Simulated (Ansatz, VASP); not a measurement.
## CaO: VASP beside Ansatz

POSCAR

```
CaO
1.0
    0.0000000000      2.4154225699      2.4154225699
    2.4154225699      0.0000000000      2.4154225699
    2.4154225699      2.4154225699      0.0000000000
Ca O
1 1
Direct
    0.5000000000      0.5000000000      0.5000000000
    0.0000000000      0.0000000000      0.0000000000
```

The input INCAR.step1:

```
PREC     = Accurate       # precision mode
ENCUT    = 520            # plane-wave cutoff, eV
ISMEAR   = 0              # smearing method
SIGMA    = 0.05           # smearing width, eV
LREAL    = F              # projectors in reciprocal space
LASPH    = T              # aspherical terms in the spheres
NELM     = 80             # most SCF steps
NBANDS   = 15             # bands
GGA      = PE             # functional
ALGO     = Normal         # electronic algorithm
EDIFF    = 1E-4           # SCF threshold, eV
LWAVE    = T              # write WAVECAR
LCHARG   = F              # write CHGCAR
```

File INCAR.step2:

```
PREC     = Accurate       # precision mode
ENCUT    = 520            # plane-wave cutoff, eV
EDIFF    = 1E-6           # SCF threshold, eV
ISMEAR   = 0              # smearing method
SIGMA    = 0.05           # smearing width, eV
LREAL    = F              # projectors in reciprocal space
LASPH    = T              # aspherical terms in the spheres
NELM     = 80             # most SCF steps
ALGO     = Normal         # electronic algorithm
ISIF     = 2              # what is computed and relaxed
LWAVE    = F              # write WAVECAR
LCHARG   = F              # write CHGCAR
METAGGA  = R2SCAN         # meta-GGA
LMIXTAU  = T            
NBANDS   = 15             # bands
ISTART   = 1
```

KPOINTS

```
Automatic mesh
0
Gamma
  12 12 12
```

Input for Ansatz:

```yaml
crystal:
  lattice:
    - [0.0, 2.4154225699, 2.4154225699]
    - [2.4154225699, 0.0, 2.4154225699]
    - [2.4154225699, 2.4154225699, 0.0]
  atoms:
    - { symbol: Ca, position: [0.5, 0.5, 0.5] }
    - { symbol: O, position: [0.0, 0.0, 0.0] }
basis:
  ecutwfc: 500
  ecutrho_ratio: 4
kpoints:
  mp_grid: { grid: [12, 12, 12] }
hamiltonian:
  xc: r2scan
scf:
  occupations: { method: gaussian, width: 0.05 }
output:
  forces: true
  stress: true
  eigenvalues: true
  populations: true
  write_density: true
  write_potential: true
  elf: true
  volumetric_format: npy
```

Alike in both runs: task single point; functional r2SCAN; k mesh 12 × 12 × 12; occupations gaussian, width 0.05 eV; no spin polarisation.

```csv
,VASP,Ansatz
version,VASP 6.6.1,Ansatz 0.2.0
potentials or method,"VASP PAW PBE potentials, release 64 (Ca_sv, O)","scalar-relativistic, plane waves, PAW"
plane-wave cutoff (eV),520,500
valence electrons in the cell,16,16
```

|  | VASP | Ansatz | Ansatz less VASP |
| --- | --- | --- | --- |
| gap on the k mesh at the Fermi level (eV) | 4.19 | 4.20 | +0.011 |
| least direct gap on the mesh (eV) | 4.57 | 4.58 | +0.013 |
| pressure (GPa) | -1.5 | -2.5 | -0.95 |

Caveats: the PAW data sets were made with another functional, which shifts forces and pressure a little (VASP). A k mesh can miss the band edges.
